## One step up the ladder: the gap of 4H-SiC in LDA and GGA

Someone who models the leakage of a silicon carbide power device has to decide which band gap to put into the simulation. If it comes from an inexpensive density-functional run, there is a second decision: is it worth replacing the local density approximation (LDA) by a generalized gradient approximation (GGA), the next rung of the ladder? The gap $E_g$ enters the density of thermally created carriers as $\exp(-E_g/2k_\mathrm{B}T)$, where $k_\mathrm{B}$ is Boltzmann's constant and $T$ the temperature. Where the leakage comes from such carriers, an error in the gap is magnified exponentially.

Kohn–Sham band gaps of 4H-SiC (space group P6_3mc, fixed 8-atom cell), without spin polarization or spin–orbit coupling, read along a band path. The detailed outputs list a 10×10×3 k mesh and a smearing of 0.05 eV, Gaussian in the first PBE row and Fermi–Dirac in the others. The notes to the table, however, say that the runs behind it differ in k mesh (10×10×3, 8×8×2 and 6×6×2) and in smearing width (0.05 and 0.001), without saying which row has which. The basis column gives the plane-wave cutoff.

| method | rung | program | potentials | basis | gap (eV) |
| --- | --- | --- | --- | --- | --- |
| LDA | LDA | Ansatz | Ansatz PAW | 420 eV | 2.177 |
| LDA-PZ | LDA | ABINIT | JTH PAW LDA v2.0 | 544 eV | 2.173 |
| LDA-Teter | LDA | ABINIT | JTH PAW LDA v2.0 | 544 eV | 2.177 |
| LDA-VWN | LDA | ABINIT | JTH PAW LDA v2.0 | 544 eV | 2.180 |
| SVWN5 | LDA | Ansatz | Ansatz PAW | 420 eV | 2.179 |
| PBE | GGA | VASP | VASP PAW PBE potentials, gw | 600 eV | 2.225 |
| PBE | GGA | VASP | VASP PAW PBE potentials, gw, light | 550 eV | 2.225 |
| PBE | GGA | VASP | VASP PAW PBE potentials, minimal | 500 eV | 2.225 |
| WC | GGA | ABINIT | JTH PAW PBE v2.0 | 544 eV | 2.148 |

The five LDA rows agree within 7 meV. They differ in how they parametrize the same electron gas. Within one program the gap rises slightly as the computed pressure falls, so the order is a small systematic effect of the parametrization, not a property of SiC. The rows of the GGA called PBE lie 0.048 eV above the LDA mean, while the other GGA, WC, lies 0.029 eV below it. In these runs the move to the GGA rung thus raises the gap in one case and lowers it in the other, and either shift is several times the spread among the LDA rows. All rows use the same fixed cell, so no change of volume is involved. But PBE was run only in VASP and WC only in ABINIT, and the cutoffs and k meshes are usual working values, not converged limits. Each shift can therefore also hold some effect of program, potentials and basis, and possibly of the k mesh. The first PBE row used Gaussian smearing and the other rows Fermi–Dirac smearing, a difference that is immaterial at a gap of this size.

For the device, neither shift matters much. At 300 K, with all else equal, the LDA gap gives 2.5 times as many intrinsic carriers as the PBE gap. The measured gap is roughly 3.3 eV, a recalled value, so the LDA mean is about 1.1 eV too low. In the same exponential this shortfall gives a carrier density too high by about nine powers of ten. The measured gap belongs in the leakage model, whichever of these functionals supplies the other data.

### Why the large error stays

In a Kohn–Sham calculation, all electrons move in one common potential. The gap in the table is the energy difference between the lowest empty and the highest filled orbital in that potential. The measured gap is a different quantity: the cost of taking an electron out of the crystal, less the energy gained by putting one in. Even with the exact functional the two would differ, because the exact exchange-correlation potential jumps by a constant when an electron is added to the filled bands. This jump is the derivative discontinuity.

LDA has no such jump, and neither has a GGA. A GGA looks at the slope of the density as well as its value, but its potential still changes smoothly when an electron is added. The step from LDA to PBE recovers only about 4% of the shortfall. This fits the argument, though it does not show how much of the shortfall is the missing jump and how much the error of the approximate potential itself. The label "gw" in two PBE rows does not change the matter: it names a type of potential, and the gaps are ordinary Kohn–Sham gaps.

The calculation also leaves out zero-point motion and spin–orbit coupling. Both would lower the computed gap somewhat, so they cannot account for the shortfall.

### What a gradient term does to the gap

The small shifts have a different origin. In SiC the states at the valence top sit mostly on carbon and on the carbon side of the bonds, where the valence density is high. The lowest empty states are expected to lie mainly in the open spaces between the atoms, where the density is thin; the runs hold no projections to show this directly. If a new functional lowers the potential everywhere by the same amount, both edges move together and the gap stays. Only the difference between the two regions counts.

To first order, and without the response of the charge, this reads

$$
\Delta E_g \approx \int \Delta v_\mathrm{xc}(\mathbf r)\,\bigl[\,|\psi_\mathrm{c}(\mathbf r)|^2-|\psi_\mathrm{v}(\mathbf r)|^2\,\bigr]\,d^3r ,
$$

where $\Delta v_\mathrm{xc}$ is the change of the exchange-correlation potential, and $\psi_\mathrm{c}$ and $\psi_\mathrm{v}$ are the orbitals at the conduction and valence edges. In leading order, a gradient term in exchange deepens the potential where the density peaks and raises it where the density is thin. That pulls the filled edge down relative to the empty one and opens the gap. The gradient term in correlation acts the other way. PBE is built so that for a slowly varying density the two cancel completely, and WC has the same limit. The net shift is therefore the small remainder of two larger opposing terms. This is a further reason why PBE stays so close to LDA, and it means that a modest weakening of exchange can change the remainder a great deal.

The formula also implies that different empty states may shift by different amounts, since each samples the potential in its own region. The calculated bands are in line with this. Relative to the valence top, the lowest empty level at the zone centre $\Gamma$ rises by 0.060 eV from LDA to PBE, a little more than the gap does. From LDA to WC it falls by only 0.006 eV, far less than the gap. The empty bands thus do not move as a block, although the potentials, and for PBE also the program, change along with the functional.

### A simple estimate for WC

PBE and WC share the same correlation and differ in exchange. This suggests a model: let the gap shift be proportional to the strength of the exchange gradient term, and use the known shift of PBE to set the scale. The strength is measured by the enhancement factor $F_x$, the ratio of GGA to LDA exchange energy at a given density. It depends on the reduced gradient $s$, which compares the slope of the density with the density itself; $s=1$ is a round value, expected to lie above what most of the valence charge of SiC has.

Both functionals use the form

$$
F_x-1=\frac{\kappa x}{\kappa+x},\qquad \kappa\approx0.80 ,
$$

but with different $x$. For PBE, $x=\mu s^2$ with $\mu\approx0.22$, so at $s=1$

$$
F_x-1=\frac{0.80\times0.22}{0.80+0.22}=0.173 .
$$

For WC,

$$
x=\tfrac{10}{81}s^2+\bigl(\mu-\tfrac{10}{81}\bigr)s^2e^{-s^2}+\ln(1+c\,s^4),
$$

where $c$ is a positive constant below one hundredth. At $s=1$ this $x$ is smaller than that of PBE, and WC has 0.80 of the PBE enhancement. Applied to the PBE shift, this gives

$$
E_g(\mathrm{WC})\approx 2.177+0.80\times0.048=2.215\ \mathrm{eV}.
$$

The LDA and PBE gaps fix the two ends of this scale, and the WC row is a test that played no part in setting it. The computed value is 2.148 eV. If the opposing correlation term is included at the mean valence density, the estimate drops to 2.199 eV, which is still 0.051 eV too high. The output printed after the text gives both versions.

### What the failure teaches

The model gets one thing right: the functional with the weaker exchange gradient has the smaller gap. Even the version with correlation accounts for only about a third of the distance between PBE and WC, however, and both versions put WC on the wrong side of LDA. With exchange alone this could not be otherwise. A weaker but still positive enhancement always lands between LDA and PBE.

One weakness lies in the model itself. It counts exchange energy at a single value of $s$, whereas the gap responds to the potential. The potential also depends on how fast $F_x$ changes with $s$ and on the curvature of the density. Two functionals with similar enhancement can therefore act differently on the particular orbitals at the band edges. The unequal shifts at $\Gamma$ and at the gap suggest that such details matter here, though they do not settle the sign.

The other possible cause lies in the setup. The WC run uses atomic potentials made for PBE, while the LDA runs in the same program use potentials made for LDA. Two LDA runs of nominally the same functional in different programs, LDA-VWN and SVWN5, agree within about 1 meV, so a change of program need not disturb this gap, although their smallest direct gaps, read on different paths, differ by about 16 meV. The pair also probes a mismatch of potentials, because the SVWN5 run uses potentials made for PBE and the LDA-VWN run potentials made for LDA. Unless the effects of program and potentials happen to cancel, such a mismatch moves the gap by far less than the 0.029 eV between WC and LDA. That makes it an unlikely cause of the WC result, though WC itself was not run with other potentials.

The scale of the model is open to doubt as well. The model, built on the valence density, ignores what the gradient term does in and near the cores. This could lower both GGA rows by a similar amount. The PBE potentials, which the PBE rows use too, could in principle do the same, but the LDA pair suggests that their part is small. The 0.048 eV of PBE would then be a larger opening by the valence terms less this offset. In the version with correlation, WC keeps about 0.46 of the PBE opening. The distance of 0.077 eV between PBE and WC then asks for an opening of about 0.14 eV and an offset of about 0.1 eV, which leaves PBE above LDA and WC below it. This fits two numbers to two shifts and tests nothing, but it shows that the wrong side of LDA need not mean a wrong ratio. Running LDA, PBE and WC in one program with one common set of potentials would show how much of each shift belongs to the functional.

What holds without the model is the scale. In this fixed cell, the choice between LDA and these two GGAs moves the gap by less than a tenth of an eV, while the shortfall against experiment is about 1.1 eV.

The analysis program printed:

```
Mean gap of the five LDA rows, eV: 2.177
Spread of the five LDA rows, meV: 7
ABINIT LDA-VWN less Ansatz SVWN5, meV: 1
PBE less mean LDA, eV: 0.0478
WC less mean LDA, eV: -0.0292
PBE less WC, eV: 0.077
Rough shortfall of mean LDA against experiment, eV: 1.123
Share of that shortfall recovered by PBE, percent: 4.257
Factor in intrinsic carriers at 300 K, LDA gap against PBE gap: 2.521
Powers of ten in intrinsic carriers at 300 K from the LDA shortfall: 9.431
Direct less indirect gap, LDA in Ansatz (full path), eV: 1.126
Direct less indirect gap, PBE in VASP (full path), eV: 1.123
Direct less indirect gap, LDA in ABINIT (shorter path), eV: 1.14
Direct less indirect gap, WC in ABINIT (shorter path), eV: 1.14
Shift of lowest empty Gamma level, PBE less ABINIT LDA, eV: 0.06033
Shift of lowest empty Gamma level, WC less ABINIT LDA, eV: -0.005667
WC gap expected from exchange gradient alone, eV: 2.215
WC gap expected with correlation gradient too, eV: 2.199
Miss of the second estimate, expected less computed, eV: 0.05136
```
